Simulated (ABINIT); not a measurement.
The system is Ta.

```
Ta
1.0
    -1.65128    1.65128    1.65128
     1.65128   -1.65128    1.65128
     1.65128    1.65128   -1.65128
Ta
1
Direct
  0.00000 0.00000 0.00000
```

Base run:

```yaml
Program: ABINIT 10.8.3 (patched build)
Functional: SCAN
Potentials_or_basis: JTH PAW PBE v2.0
Cutoff: 626 eV
k_mesh: 11 × 11 × 11
Occupations: fermi-dirac, width 0.05 eV
Spin: no spin polarisation
```

Its results: band gap on the k mesh none (metal or under the smearing width); pressure -5.3 GPa.

Q: The run is repeated on the same cell with these changes: functional from SCAN to LDA. What comes out?

A: Band gap on the k mesh none (metal or under the smearing width); pressure -9.6 GPa.

Caveats: the PAW data sets were made with another functional, which shifts forces and pressure a little; spin-orbit coupling is left out, which moves the levels of the heavy elements.
